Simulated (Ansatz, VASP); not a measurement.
**Ir in VASP and in Ansatz**

INCAR

```
PREC = Accurate ; ENCUT = 520
EDIFF = 1E-6 ; ISMEAR = -1
SIGMA = 0.05 ; LREAL = F
LASPH = T ; NELM = 150
ALGO = Normal ; ISIF = 2
LWAVE = F ; LCHARG = F
MAGMOM = 0 0 1 ; LORBIT = 11
LSORBIT = T ; GGA_COMPAT = F
LORBMOM = T ; LMAXMIX = 4
GGA = B5 ; ALDAX = 1.0
AGGAX = 1.0 ; AGGAC = 1.0
ALDAC = 0.0 ; NBANDS = 20
```

Contents of KPOINTS:

```
regular mesh
0
Gamma
  14 14 14
```

The input POSCAR:

```
Ir
1.0
    0.0000000000      1.9683987097      1.9683987097
    1.9683987097      0.0000000000      1.9683987097
    1.9683987097      1.9683987097      0.0000000000
Ir
1
Direct
    0.0000000000      0.0000000000      0.0000000000
```

Input for Ansatz:

```yaml
crystal:
  lattice:
    - [0.0, 1.9683987098, 1.9683987098]
    - [1.9683987098, 0.0, 1.9683987098]
    - [1.9683987098, 1.9683987098, 0.0]
  atoms:
    - { symbol: Ir, position: [0.0, 0.0, 0.0], spin: 1.0, spin_axis: [0, 0, 1] }
hamiltonian:
  xc: blyp
  pseudopotentials:
    kind: paw_fr
    azcp:
      Ir: "pseudopotentials/Ir.paw.azcp"
basis:
  ecutwfc: 420
  fft_grid_basis: typed
kpoints:
  mp_grid: { grid: [14, 14, 14], shift: [0, 0, 0] }
magnetization:
  noncollinear: true
  spin_orbit: true
scf:
  occupations: { method: fermi_dirac, width: 0.05 }
```

Alike in both runs: task single point; functional BLYP; k mesh 14 × 14 × 14; occupations fermi-dirac, width 0.05 eV; non-collinear spin, spin-orbit coupling.

```csv
,VASP,Ansatz
version,VASP 6.6.1,Ansatz 0.2.0
potentials or method,"VASP PAW PBE potentials, release 64 (Ir)","plane waves (420 eV) with PAW, fully relativistic with spin-orbit coupling"
plane-wave cutoff (eV),520,420
valence electrons in the cell,9,17
```

|  | VASP | Ansatz | Ansatz less VASP |
| --- | --- | --- | --- |
| net moment per atom (μB) | 0.00 | 0.00 | 0.000 |

The two sets of potentials don't hold the same shells in valence. Ansatz warned: «seeded_moment_not_kept».
